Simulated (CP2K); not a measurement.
Runs of CP2K 2026.2 on Ga. The structure is tetragonal, space group I4/mmm (No. 139). The conventional cell has a = 2.769 Å, b = 2.769 Å, c = 4.622 Å, α = 90.00°, β = 90.00°, γ = 90.00°. Ga (site symmetry 4/mmm) has 12 Ga at 2.77 to 3.03 Å as nearest neighbours. This isn't the form of Ga at room conditions, which is orthorhombic.

```tsv
level	cutoff of the non-local correlation (Ry)	gap on the mesh (eV)	pressure (GPa)
HLE17	-	none	(b)
LDA	-	none	(a)
WC	-	none	1.1
rev-vdW-DF2	300	none	4.0
revPBE	-	none	5.5
```

Alike in all rows: task atomic charges; potentials or basis POTENTIAL_UZH Ga GTH-PBE-q13; TZVP-MOLOPT-PBE-GTH basis; no spin polarisation; cell as given; k mesh 13 × 13 × 13; smearing fermi-dirac 0.05 eV.

Problem. Fill in the values left out.

Solution. (a) -1.2; (b) -2.6.

Caveats: the potentials were made for another functional, which shifts forces and pressure; the basis of atomic orbitals isn't converged, which shifts pressures, moduli and gaps; the potentials were made for a functional far from this one (some runs).

A k mesh can miss the band edges, and the runs leave out spin-orbit coupling on Ga.

A gap of «none» marks a metal or a gap under the smearing width.

Runs at the PBE level aren't shown here.
